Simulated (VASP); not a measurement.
A run of VASP 6.6.1 is set up as follows.

Contents of INCAR:

```
PREC = Accurate ; ENCUT = 520
EDIFF = 1E-6 ; ISMEAR = 0
SIGMA = 0.1 ; LREAL = F
LASPH = T ; NELM = 60
ALGO = Normal ; ISIF = 2
LWAVE = F ; LCHARG = F
METAGGA = R2SCAN ; LMIXTAU = T
NBANDS = 12
```

File KPOINTS:

```
regular mesh
0
Gamma
  20 20 20
```

POSCAR

```
Cu
1.0
   -1.4478500000      1.4478500000      1.3611800000
    1.4478500000     -1.4478500000      1.3611800000
    1.4478500000      1.4478500000     -1.3611800000
Cu
1
Direct
    0.0000000000      0.0000000000      0.0000000000
```

Potentials or basis: VASP PAW PBE potentials, release 64 (Cu).

The run is started by

```bash
$ cat potpaw_PBE.64/Cu/POTCAR > POTCAR
$ mpirun -np 1 vasp_std > vasp.out
```

Estimate the pressure.

2.0 GPa.

Predict the band gap on the k mesh.

none (metal or under the smearing width).

Caveat: the PAW data sets were made with another functional, which shifts forces and pressure a little.
